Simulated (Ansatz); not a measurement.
# Be: pressure against volume

Be, P6_3/mmc, a = 2.265 Å, c = 3.561 Å. Ansatz: PBE, PAW, 420 eV, Γ-centred 24×24×12 mesh on 2 atoms, Gaussian smearing 0.10 eV; no spin polarisation. Shape and atoms are relaxed at each volume; pressure is positive in compression.

| V (Å³/atom) | P (GPa) |
| --- | --- |
| 7.436 | ? |
| 7.673 | 3.92 |
| 7.911 | -0.01 |
| 8.148 | -3.46 |
| 8.385 | -6.49 |

Question: Take V0 = 7.911 Å³/atom, count pressures from its P0 = -0.01 GPa, fit the third-order Birch–Murnaghan form to the other rows, and predict the missing pressure.

Answer: With the Eulerian strain f = ½[(V0/V)^(2/3) − 1] and y = (P − P0)/[3f(1 + 2f)^(5/2)], the form is the line y = B0 + 1.5 B0 (B0′ − 4) f. Rows (f, y): 0.01029, 121.0; -0.00974, 124.0; -0.01903, 125.1. Means f = -0.006160, y = 123.37; Σ(Δf)² = 0.0004491, ΣΔfΔy = -0.06351; the slope is their ratio. y = 122.5 − 141.4 f GPa, so B0 = 122.5 GPa and B0′ = 4 + 2 × (-141.4)/(3 × 122.5) = 3.23. At V = 7.436, f = 0.02107, y = 119.52 and P = 8.37 GPa. The run gave 8.40 GPa, so the fit is 0.03 GPa too low, a small miss on the scale of the series. The form still works here, 33 % of the fitted range beyond its end.